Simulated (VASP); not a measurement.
Input and output of a VASP r²SCAN single-point calculation on Ge (strained diamond)

INCAR

```
LASPH = .TRUE.
NSW = 0
ISIF = 2
ENCUT = 520
LREAL = .FALSE.
ISMEAR = 0
IBRION = -1
NELM = 120
SIGMA = 0.01
LWAVE = .FALSE.
METAGGA = R2SCAN
LCHARG = .FALSE.
EDIFF = 1E-7
ALGO = Normal
NBANDS = 21
PREC = Accurate
```

KPOINTS

```
KPOINTS created by Atomic Simulation Environment
0
Gamma
8 8 8
0 0 0
```

KPOINTS_OPT

```
special points
7
Reciprocal
0.0000000000 0.0000000000 0.0000000000 1
0.5000000000 0.0000000000 0.5000000000 1
0.6250000000 0.2500000000 0.6250000000 1
0.3750000000 0.3750000000 0.7500000000 1
0.5000000000 0.5000000000 0.5000000000 1
0.5000000000 0.2500000000 0.7500000000 1
0.0000000000 0.0000000000 0.5000000000 1
```

POSCAR

```
Ge
 1.0000000000000000
     0.0000000000000000    2.7943204094000000    2.7943204094000000
     2.7943204094000000    0.0000000000000000    2.7943204094000000
     2.7943204094000000    2.7943204094000000    0.0000000000000000
 Ge
   2
Cartesian
  0.0000000000000000  0.0000000000000000  0.0000000000000000
  1.3971602047000000  1.3971602047000000  1.3971602047000000
```

VASP ran with the recommended PBE PAW datasets (28 valence electrons in the cell).

Command

```
mpirun -np 1 vasp_std
```

OSZICAR

```
N       E                     dE             d eps       ncg     rms          rms(c)
DAV:   1     0.171852617417E+03    0.17185E+03   -0.14762E+04  1367   0.375E+03
DAV:   2    -0.276043698432E+01   -0.17461E+03   -0.16863E+03  1223   0.644E+02
DAV:   3    -0.295113196434E+02   -0.26751E+02   -0.26434E+02  1378   0.145E+02
DAV:   4    -0.303822898409E+02   -0.87097E+00   -0.87037E+00  1416   0.305E+01
DAV:   5    -0.303969364858E+02   -0.14647E-01   -0.14646E-01  1368   0.434E+00    0.353E+00
DAV:   6    -0.277339969709E+02    0.26629E+01   -0.30189E-01  1323   0.921E+00    0.205E+00
DAV:   7    -0.277137186905E+02    0.20278E-01   -0.10640E-01  1562   0.432E+00    0.263E-01
DAV:   8    -0.277129236699E+02    0.79502E-03   -0.53406E-03  1630   0.123E+00    0.108E-01
DAV:   9    -0.277130368177E+02   -0.11315E-03   -0.79730E-03  1632   0.183E+00    0.696E-02
DAV:  10    -0.277127745176E+02    0.26230E-03   -0.55876E-04  1571   0.437E-01    0.320E-02
DAV:  11    -0.277126951402E+02    0.79377E-04   -0.34962E-04  1730   0.359E-01    0.638E-03
DAV:  12    -0.277126980011E+02   -0.28609E-05   -0.18963E-05  1531   0.601E-02    0.361E-03
DAV:  13    -0.277127019155E+02   -0.39144E-05   -0.75511E-07  1360   0.900E-03    0.167E-03
DAV:  14    -0.277127021183E+02   -0.20278E-06   -0.38882E-07  1233   0.121E-02    0.883E-04
DAV:  15    -0.277127016446E+02    0.47363E-06   -0.20627E-08   774   0.178E-03    0.157E-04
DAV:  16    -0.277127014911E+02    0.15352E-06   -0.49143E-09   654   0.883E-04    0.655E-05
DAV:  17    -0.277127015064E+02   -0.15340E-07   -0.97454E-10   629   0.402E-04
   1 F= -.27712702E+02 E0= -.27712702E+02  d E =-.228654E-60
       N       E                     dE             ncg
DAV:   1    -0.112953100514E+02   -0.78337E+04      325
DAV:   2    -0.126664046077E+04   -0.12553E+04      294
DAV:   3    -0.145396630362E+04   -0.18733E+03      324
DAV:   4    -0.145988671747E+04   -0.59204E+01      349
DAV:   5    -0.145998390155E+04   -0.97184E-01      329
DAV:   6    -0.145998671830E+04   -0.28167E-02      349
DAV:   7    -0.145998684346E+04   -0.12516E-03      342
DAV:   8    -0.145998684928E+04   -0.58201E-05      354
DAV:   9    -0.145998684961E+04   -0.33094E-06      313
DAV:  10    -0.145998684963E+04   -0.16777E-07      227
```

From OUTCAR

```
k-points           NKPTS =     29   k-points in BZ     NKDIM =     29   number of bands    NBANDS=     21

   NELECT =      28.0000    total number of electrons

   dimension x,y,z NGX =    30 NGY =   30 NGZ =   30
   dimension x,y,z NGXF=    60 NGYF=   60 NGZF=   60

  energy-cutoff  :      520.00
  volume of cell :       43.64
      direct lattice vectors                 reciprocal lattice vectors
     0.000000000  2.794320409  2.794320409    -0.178934384  0.178934384  0.178934384
     2.794320409  0.000000000  2.794320409     0.178934384 -0.178934384  0.178934384
     2.794320409  2.794320409  0.000000000     0.178934384  0.178934384 -0.178934384

 k-points in reciprocal lattice and weights: KPOINTS created by Atomic Simulation Env
   0.00000000  0.00000000  0.00000000       0.002
   0.12500000  0.00000000  0.00000000       0.016
   0.25000000  0.00000000  0.00000000       0.016
   0.37500000  0.00000000  0.00000000       0.016
   0.50000000  0.00000000  0.00000000       0.008
   0.12500000  0.12500000  0.00000000       0.012
   0.25000000  0.12500000  0.00000000       0.047
   0.37500000  0.12500000  0.00000000       0.047
   ...

 E-fermi :   5.2873

 k-point     1 :       0.0000    0.0000    0.0000
  band No.  band energies     occupation
      1     -20.3789      2.00000
      2     -20.3789      2.00000
      3     -20.3788      2.00000
      4     -20.3363      2.00000
      5     -20.3363      2.00000
      6     -20.0975      2.00000
      7     -20.0975      2.00000
      8     -20.0975      2.00000
      9     -20.0732      2.00000
     10     -20.0732      2.00000
     11      -8.4291      2.00000
     12       5.1735      2.00000
     13       5.1736      2.00000
     14       5.1736      2.00000
     15       5.9386      0.00000
     16       7.8987      0.00000
     17       7.8987      0.00000
     18       7.8987      0.00000
     19      12.3425      0.00000
     20      15.2029      0.00000
     21      15.2029      0.00000

 k-point     2 :       0.1250    0.0000    0.0000
  band No.  band energies     occupation
      1     -20.3882      2.00000
      2     -20.3881      2.00000
      3     -20.3760      2.00000
      4     -20.3230      2.00000
      5     -20.3230      2.00000
      6     -20.1081      2.00000
      7     -20.1081      2.00000
      8     -20.1008      2.00000
      9     -20.0647      2.00000
     10     -20.0647      2.00000
     11      -8.2223      2.00000
     12       2.8620      2.00000
     13       4.8025      2.00000
     14       4.8026      2.00000
     15       6.6668      0.00000
     16       8.3924      0.00000
     17       8.3925      0.00000
     18       9.0930      0.00000
     19      13.2827      0.00000
     20      14.2845      0.00000
     21      14.2845      0.00000

 k-point     3 :       0.2500    0.0000    0.0000
  band No.  band energies     occupation
      1     -20.3996      2.00000
      2     -20.3996      2.00000
      3     -20.3692      2.00000
      4     -20.3030      2.00000
      5     -20.3030      2.00000
      6     -20.1218      2.00000
      7     -20.1218      2.00000
      8     -20.1090      2.00000
      9     -20.0548      2.00000
     10     -20.0548      2.00000
     11      -7.6211      2.00000
     12       0.2758      2.00000
     13       4.2005      2.00000
     14       4.2006      2.00000
     15       6.2464      0.00000
     16       9.0794      0.00000
     17       9.0795      0.00000
     18      11.4981      0.00000
     19      13.8790      0.00000
     20      14.0390      0.00000
     21      14.0391      0.00000

 k-point     4 :       0.3750    0.0000    0.0000
  band No.  band energies     occupation
      1     -20.4052      2.00000
      2     -20.4051      2.00000
      3     -20.3622      2.00000
      4     -20.2911      2.00000
      5     -20.2911      2.00000
      6     -20.1284      2.00000
      7     -20.1284      2.00000
      8     -20.1174      2.00000
      9     -20.0499      2.00000
     10     -20.0499      2.00000
     11      -6.7359      2.00000
     12      -1.8601      2.00000
     13       3.7753      2.00000
     14       3.7754      2.00000
     15       5.8743      0.00000
     16       9.2293      0.00000
     17       9.2294      0.00000
     18      13.0062      0.00000
     19      14.3831      0.00000
     20      15.3373      0.00000
     21      15.3373      0.00000

 k-point     5 :       0.5000    0.0000    0.0000
  band No.  band energies     occupation
      1     -20.4064      2.00000
      2     -20.4064      2.00000
      3     -20.3593      2.00000
      4     -20.2880      2.00000
      5     -20.2880      2.00000
      6     -20.1295      2.00000
      7     -20.1295      2.00000
      8     -20.1210      2.00000
      9     -20.0488      2.00000
     10     -20.0488      2.00000
     11      -6.1397      2.00000
     12      -2.8807      2.00000
     13       3.6273      2.00000
     14       3.6274      2.00000
     15       5.7424      0.00000
     16       9.1870      0.00000
     17       9.1871      0.00000
     18      12.8560      0.00000
     19      16.6459      0.00000
     20      17.2571      0.00000
     21      17.2571      0.00000

 k-point     6 :       0.1250    0.1250    0.0000
  band No.  band energies     occupation
      1     -20.3879      2.00000
      2     -20.3852      2.00000
      3     -20.3852      2.00000
      4     -20.3257      2.00000
      5     -20.3088      2.00000
      6     -20.1348      2.00000
      7     -20.0873      2.00000
      8     -20.0873      2.00000
      9     -20.0827      2.00000
     10     -20.0586      2.00000
     11      -8.1523      2.00000
     12       2.9056      2.00000
     13       4.2094      2.00000
     14       4.2095      2.00000
     15       7.2600      0.00000
     16       7.9965      0.00000
     17       9.2175      0.00000
     18       9.2176      0.00000
     19      13.0529      0.00000
     20      13.5914      0.00000
     21      15.4877      0.00000

 k-point     7 :       0.2500    0.1250    0.0000
  band No.  band energies     occupation
      1     -20.4032      2.00000
      2     -20.3944      2.00000
      3     -20.3757      2.00000
      4     -20.3093      2.00000
      5     -20.2856      2.00000
      6     -20.1582      2.00000
      7     -20.1036      2.00000
      8     -20.0891      2.00000
      9     -20.0683      2.00000
     10     -20.0497      2.00000
     11      -7.6778      2.00000
     12       0.9069      2.00000
     13       3.5635      2.00000
     14       3.5937      2.00000
     15       7.3574      0.00000
     16       8.2156      0.00000
     17      10.1235      0.00000
     18      10.4736      0.00000
     19      13.1119      0.00000
     20      14.9232      0.00000
     21      15.3046      0.00000

 k-point     8 :       0.3750    0.1250    0.0000
  band No.  band energies     occupation
      1     -20.4155      2.00000
      2     -20.4030      2.00000
      3     -20.3590      2.00000
      4     -20.2918      2.00000
      5     -20.2715      2.00000
      6     -20.1675      2.00000
      7     -20.1210      2.00000
      8     -20.1062      2.00000
      9     -20.0552      2.00000
     10     -20.0387      2.00000
     11      -6.8618      2.00000
     12      -1.2481      2.00000
     13       2.8523      2.00000
     14       3.2481      2.00000
     15       7.1489      0.00000
     16       8.8077      0.00000
     17      10.2945      0.00000
     18      11.2751      0.00000
     19      14.7590      0.00000
     20      15.3383      0.00000
     21      16.2278      0.00000

 k-point     9 :       0.5000    0.1250    0.0000
  band No.  band energies     occupation
      1     -20.4205      2.00000
      2     -20.4089      2.00000
      3     -20.3448      2.00000
      4     -20.2785      2.00000
      5     -20.2744      2.00000
      6     -20.1575      2.00000
      7     -20.1366      2.00000
      8     -20.1236      2.00000
      9     -20.0457      2.00000
     10     -20.0341      2.00000
     11      -6.0371      2.00000
     12      -2.7214      2.00000
     13       2.3572      2.00000
     14       3.2443      2.00000
     15       6.9339      0.00000
     16       9.0238      0.00000
     17       9.9814      0.00000
     18      12.9652      0.00000
     19      14.7928      0.00000
     20      16.9893      0.00000
     21      17.2337      0.00000

 ...

  Total        1.0037565      1.0037565      1.0037565      0.0000000      0.0000000      0.0000000
  in kB       36.8536350     36.8536350     36.8536350      0.0000000      0.0000000      0.0000000
  external PRESSURE =      36.8536350 kB  Pullay stress =       0.0000000 kB

 POSITION                                       TOTAL-FORCE (eV/Angst)
 -----------------------------------------------------------------------------------
      0.00000      0.00000      0.00000         0.000000      0.000000      0.000000
      1.39716      1.39716      1.39716        -0.000000     -0.000000     -0.000000
 -----------------------------------------------------------------------------------
    total drift:                                0.000000      0.000000      0.000000

  FREE ENERGIE OF THE ION-ELECTRON SYSTEM (eV)
  ---------------------------------------------------
  free  energy   TOTEN  =       -27.7127015064 eV

  energy  without entropy=      -27.7127015064  energy(sigma->0) =      -27.71270151
```

```
gap between bands v and c : 0.57 eV
least direct gap          : 0.76 eV
pressure                  : 3.7 GPa
```

Band v is the last that the valence electrons fill when counted band by band, and c is the next.

The run took about 2.2 min on one core of a shared host (Intel Xeon Platinum 8488C) and held 0.17 GiB at most.
